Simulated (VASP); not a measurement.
# LiBr in VASP: reference runs

How does LiBr come out in PBE? The cell is run as given.

Program: VASP 6.6.1. These are calculated values, not measurements. Logs are shortened: lines on timing, memory, paths and dates and some standing lists are left out, and cuts for length are marked.

## (1) The undisturbed slab

The cell holds a slab with vacuum, 8 atoms: a = 4.140 Å, b = 4.140 Å, c = 25.851 Å, α = 90.00°, β = 90.00°, γ = 120.00°.

## (2) Single point, PBE (the (0 0 1) slab of LiBr, cut from the database cell, not relaxed)

Input file INCAR:

```
ALGO = Normal
DIPOL = 0.5 0.5 0.500
EDIFF = 1E-7
ENCUT = 520
GGA = PE
IDIPOL = 3
ISIF = 2
ISMEAR = -1
LASPH = T
LCHARG = F
LDIPOL = T
LREAL = F
LWAVE = F
NBANDS = 30
NELM = 80
PREC = Accurate
SIGMA = 0.05
```

Input file KPOINTS:

```
k-points
0
Gamma
  8 8 1
```

Input file POSCAR:

```
LiBr
1.0
    4.1398709784      0.0000000000      0.0000000000
   -2.0699354892      3.5852334357      0.0000000000
    0.0000000000      0.0000000000     25.8514822288
Li Br
4 4
Direct
    0.6666666700      0.3333333400      0.2901187612
    0.3333333300      0.6666666600      0.4195753903
    0.6666666700      0.3333333400      0.5490320193
    0.3333333300      0.6666666600      0.6784886483
    0.3333333300      0.6666666600      0.3215113517
    0.6666666700      0.3333333400      0.4509679807
    0.3333333300      0.6666666600      0.5804246097
    0.6666666700      0.3333333400      0.7098812388
```

Potentials or basis: VASP PAW PBE potentials, release 64 (Li_sv, Br).

Run with:

```sh
cat potpaw_PBE.64/Li_sv/POTCAR potpaw_PBE.64/Br/POTCAR > POTCAR
mpirun -np 1 vasp_std > vasp.out
```

OUTCAR:

```text
EDIFF = 1E-7
   ENCUT = 520
   GGA = PE
   ISIF = 2
   ISMEAR = -1
   LASPH = T
   LREAL = F
   NELM = 80
   PREC = Accurate

 ion  position               nearest neighbor table
   1  0.667  0.333  0.290-   5 2.52   5 2.52   5 2.52
   2  0.333  0.667  0.420-   6 2.52   6 2.52   6 2.52   5 2.54
   3  0.667  0.333  0.549-   7 2.52   7 2.52   7 2.52   6 2.54
   4  0.333  0.667  0.678-   8 2.52   8 2.52   8 2.52   7 2.54
   5  0.333  0.667  0.322-   1 2.52   1 2.52   1 2.52   2 2.54
   6  0.667  0.333  0.451-   2 2.52   2 2.52   2 2.52   3 2.54
   7  0.333  0.667  0.580-   3 2.52   3 2.52   3 2.52   4 2.54
   8  0.667  0.333  0.710-   4 2.52   4 2.52   4 2.52

  LATTYP: Found a hexagonal cell.
 ALAT       =     4.1398709784
 C/A-ratio  =     6.2445139870

  Lattice vectors:

 A1 = (   4.1398709784,   0.0000000000,   0.0000000000)
 A2 = (  -2.0699354892,   3.5852334357,   0.0000000000)
 A3 = (   0.0000000000,   0.0000000000,  25.8514822288)

Analysis of symmetry for initial positions (statically):
=====================================================================
 Subroutine PRICEL returns:
 Original cell was already a primitive cell.

 Routine SETGRP: Setting up the symmetry group for a
 hexagonal supercell.

 Subroutine GETGRP returns: Found  6 space group operations
 (whereof  6 operations were pure point group operations)
 out of a pool of 24 trial point group operations.

The static configuration has the point symmetry C_3v.

Analysis of symmetry for dynamics (positions and initial velocities):
=====================================================================
 Subroutine PRICEL returns:
 Original cell was already a primitive cell.

 Routine SETGRP: Setting up the symmetry group for a
 hexagonal supercell.

 Subroutine GETGRP returns: Found  6 space group operations
 (whereof  6 operations were pure point group operations)
 out of a pool of 24 trial point group operations.

The dynamic configuration has the point symmetry C_3v.

 Subroutine INISYM returns: Found  6 space group operations
 (whereof  6 operations are pure point group operations),
 and found     1 'primitive' translations

----------------------------------------------------------------------------------------

                                     Primitive cell

  volume of cell :     383.6981

  direct lattice vectors                    reciprocal lattice vectors
     4.139870978  0.000000000  0.000000000     0.241553422  0.139460933  0.000000000
    -2.069935489  3.585233436  0.000000000     0.000000000  0.278921866  0.000000000
     0.000000000  0.000000000 25.851482229     0.000000000  0.000000000  0.038682501

  length of vectors
     4.139870978  4.139870978 25.851482229     0.278921866  0.278921866  0.038682501

  position of ions in fractional coordinates (direct lattice)
     0.666666670  0.333333340  0.290118761
     0.333333330  0.666666660  0.419575390
     0.666666670  0.333333340  0.549032019
     0.333333330  0.666666660  0.678488648
     0.333333330  0.666666660  0.321511352
     0.666666670  0.333333340  0.450967981
     0.333333330  0.666666660  0.580424610
     0.666666670  0.333333340  0.709881239

  ion indices of the primitive-cell ions
   primitive index   ion index
                 1           1
                 2           2
                 3           3
                 4           4
                 5           5
                 6           6
                 7           7
                 8           8

----------------------------------------------------------------------------------------

 KPOINTS: k-points

Automatic generation of k-mesh.
 Grid dimensions read from file:
 generate k-points for:    8    8    1

 Generating k-lattice:

  Cartesian coordinates                     Fractional coordinates (reciprocal lattice)
     0.030194178  0.017432617  0.000000000     0.125000000 -0.000000000  0.000000000
     0.000000000  0.034865233  0.000000000     0.000000000  0.125000000  0.000000000
     0.000000000  0.000000000  0.038682501     0.000000000  0.000000000  1.000000000

  Length of vectors
     0.034865233  0.034865233  0.038682501

  Shift w.r.t. Gamma in fractional coordinates (k-lattice)
     0.000000000  0.000000000  0.000000000

 Subroutine IBZKPT returns following result:
 ===========================================

 Found     10 irreducible k-points:

 Following reciprocal coordinates:
            Coordinates               Weight
  0.000000  0.000000  0.000000      1.000000
  0.125000  0.000000  0.000000      6.000000
  0.250000  0.000000  0.000000      6.000000
  0.375000  0.000000  0.000000      6.000000
  0.500000  0.000000  0.000000      3.000000
  0.125000  0.125000  0.000000      6.000000
  0.250000  0.125000  0.000000     12.000000
  0.375000  0.125000  0.000000     12.000000
  0.250000  0.250000  0.000000      6.000000
  0.375000  0.250000  0.000000      6.000000
   k-points           NKPTS =     10   k-points in BZ     NKDIM =     10   number of bands    NBANDS=     30
   number of dos      NEDOS =    301   number of ions     NIONS =      8
   total plane-waves  NPLWV = 196608
   dimension x,y,z NGX =    32 NGY =   32 NGZ =  192
   dimension x,y,z NGXF=    64 NGYF=   64 NGZF=  384
   ions per type =               4   4
   NGX,Y,Z   is equivalent  to a cutoff of  12.85, 12.85, 12.35 a.u.
   NGXF,Y,Z  is equivalent  to a cutoff of  25.70, 25.70, 24.69 a.u.
 SYSTEM =  unknown system
   PREC   = accura    normal or accurate (medium, high low for compatibility)
   ISTART =      0    job   : 0-new  1-cont  2-samecut
   ICHARG =      2    charge: 1-file 2-atom 10-const
   ISPIN  =      1    spin polarized calculation?
   LNONCOLLINEAR =      F non collinear calculations
   LSORBIT =      F    spin-orbit coupling
   LASPH  =      T    aspherical Exc in radial PAW
   ENCUT  =  520.0 eV  38.22 Ry    6.18 a.u.   7.70  7.70 48.07*2*pi/ulx,y,z
   NELM   =     80;   NELMIN=  2; NELMDL= -5     # of ELM steps
   EDIFF  = 0.1E-06   stopping-criterion for ELM
   LREAL  =      F    real-space projection
   EDIFFG = 0.1E-05   stopping-criterion for IOM
   NSW    =      0    number of steps for IOM
   IBRION =     -1    ionic relax: 0-MD 1-quasi-New 2-CG
   NFREE  =      0    steps in history (QN), initial steepest desc. (CG)
   ISIF   =      2    stress and relaxation
   ISYM   =      2    0-nonsym 1-usesym 2-fastsym
   POTIM  = 0.5000    time-step for ionic-motion
   TEBEG  =    0.0;   TEEND  =   0.0 temperature during run
   PSTRESS=    0.0 pullay stress
   NELECT =      40.0000    total number of electrons
   NUPDOWN=      -1.0000    fix difference up-down
   EMIN   =  10.00;   EMAX   =-10.00  energy-range for DOS
   EFERMI =   0.00;   METHOD = LEGACY
   ISMEAR =    -1;   SIGMA  =   0.05  broadening in eV -4-tet -1-fermi 0-gaus
   EFERMI_NEDOS =   21; number of points for ismear=-14 and -15
   IALGO  =     38    algorithm
   IMIX   =      4    mixing-type and parameters
     AMIX     =   0.40;   BMIX     =  1.00
     AMIX_MAG =   1.60;   BMIX_MAG =  1.00
  volume/ion in A,a.u.               =      47.96       323.67
  Fermi-wavevector in a.u.,A,eV,Ry     =   0.770486  1.456008  8.077087  0.593649
  Thomas-Fermi vector in A             =   1.871701
   LORBIT       =      0    0 simple, 1 ext, 2 COOP (PROOUT), +10 PAW based schemes
   GGA     = PE    functional components
   LHFCALC =     F    Hartree Fock is set to
   AEXX    =    0.0000 exact exchange contribution
   IVDW    =     0    specifies the selected vdW correction
   LEPSILON=     F    determine dielectric tensor
   LRPA    =     F    only Hartree local field effects (RPA)
 non-spin polarized calculation
  energy-cutoff  :      520.00
  volume of cell :      383.70
 maximum number of plane-waves:     10387
 NGX is ok and might be reduce to    32
   NGX = 15   NGY = 15   NGZ = 97

 number of electron      40.0000013 magnetization

 dipolmoment           0.000000      0.000000      0.458175 electrons x Angstroem

 Free energy of the ion-electron system (eV)
  ---------------------------------------------------
  ext. energy  EPLUGINS =         0.00000000
  ---------------------------------------------------
  free energy    TOTEN  =       -25.55201842 eV

  energy without entropy =      -25.52853439  energy(sigma->0) =      -25.54027641

 E-fermi :  -1.7969     XC(G=0):  -4.4678

 val. band max:       -1.8030599221   @ k =   0.1250   0.0000   0.0000
 cond. band min:      -1.7695498631   @ k =   0.0000   0.0000   0.0000
 fundamental gap:      0.0335100590
 Fermi energy:        -1.7968601376

 k-point     1 :       0.0000    0.0000    0.0000
  band No.  band energies     occupation
      1     -50.5181      2.00000
      2     -48.6870      2.00000
      3     -47.1000      2.00000
      4     -45.6251      2.00000
      5     -19.0002      2.00000
      6     -17.3886      2.00000
[... 22 lines left out ...]
     29       3.8687      0.00000
     30       4.1169      0.00000

 k-point     2 :       0.1250    0.0000    0.0000
  band No.  band energies     occupation
      1     -50.5180      2.00000
      2     -48.6869      2.00000
      3     -47.0999      2.00000
      4     -45.6251      2.00000
      5     -18.9774      2.00000
      6     -17.3663      2.00000
[... 22 lines left out ...]
     29       3.7283      0.00000
     30       4.2204      0.00000

 k-point     3 :       0.2500    0.0000    0.0000
  band No.  band energies     occupation
      1     -50.5178      2.00000
      2     -48.6868      2.00000
      3     -47.0998      2.00000
      4     -45.6249      2.00000
      5     -18.9214      2.00000
      6     -17.3113      2.00000
[... 220 lines left out ...]
     29       4.0510      0.00000
     30       4.4750      0.00000

 k-point    10 :       0.3750    0.2500    0.0000
  band No.  band energies     occupation
      1     -50.5176      2.00000
      2     -48.6865      2.00000
      3     -47.0995      2.00000
      4     -45.6247      2.00000
      5     -18.8221      2.00000
      6     -17.2139      2.00000
[... 22 lines left out ...]
     29       4.1076      0.00000
     30       4.5531      0.00000

------------------------ aborting loop because EDIFF is reached ----------------------------------------

 vacuum level on the upper side and lower side of the slab       (xc-potential included)         2.482        -3.138

  FORCE on cell =-STRESS in cart. coord.  units (eV):
  Direction    XX          YY          ZZ          XY          YZ          ZX
  --------------------------------------------------------------------------------------
  -------------------------------------------------------------------------------------
  Total       -0.0846477     -0.0846477      0.9792912      0.0000000      0.0000000      0.0000000
  in kB       -0.3534564     -0.3534564      4.0891473      0.0000000      0.0000000      0.0000000
  external PRESSURE =       1.1274115 kB  Pullay stress =       0.0000000 kB

 VOLUME and BASIS-vectors are now :
 -----------------------------------------------------------------------------
  energy-cutoff  :      520.00
  volume of cell :      383.70
      direct lattice vectors                 reciprocal lattice vectors
     4.139870978  0.000000000  0.000000000     0.241553422  0.139460933  0.000000000
    -2.069935489  3.585233436  0.000000000     0.000000000  0.278921866  0.000000000
     0.000000000  0.000000000 25.851482229     0.000000000  0.000000000  0.038682501

 POSITION                                       TOTAL-FORCE (eV/Angst)
 -----------------------------------------------------------------------------------
      2.06994      1.19508      7.50000         0.000000     -0.000000      0.339277
      0.00000      2.39016     10.84665         0.000000     -0.000000      0.507012
      2.06994      1.19508     14.19329         0.000000     -0.000000      0.502509
      0.00000      2.39016     17.53994         0.000000     -0.000000      0.391758
      0.00000      2.39016      8.31154        -0.000000     -0.000000     -0.588687
      2.06994      1.19508     11.65819        -0.000000     -0.000000     -0.493117
      0.00000      2.39016     15.00484        -0.000000      0.000000     -0.499822
      2.06994      1.19508     18.35148        -0.000000     -0.000000     -0.158930
 -----------------------------------------------------------------------------------
    total drift:                                0.000000      0.000001     -0.001678

  FREE ENERGIE OF THE ION-ELECTRON SYSTEM (eV)
  ---------------------------------------------------
  free  energy   TOTEN  =       -25.5520184246 eV

  energy  without entropy=      -25.5285343871  energy(sigma->0) =      -25.54027641

 vacuum level on the upper side and lower side of the slab         5.705        -0.034
```

Wall time 2.9 min (1 thread of Intel Xeon 6975P-C (Granite Rapids), shared host); peak memory 0.45 GiB.

What came out:

- Free energy: -25.5520 eV
- Largest force: 0.589 eV/Å
- Band gap on the k mesh: none (metal or under the smearing width)

Forces in eV/Å, atoms in the order of the input:
```
Li   0.000  0.000  0.339
Li   0.000  0.000  0.507
Li   0.000  0.000  0.503
Li   0.000  0.000  0.392
Br   0.000  0.000 -0.589
Br   0.000  0.000 -0.493
Br   0.000  0.000 -0.500
Br   0.000  0.000 -0.159
```

Caveat: the cutoff is under 1.25 times the usual one of these potentials, so pressure, stress and relaxed cells hold a basis-set (Pulay) error.
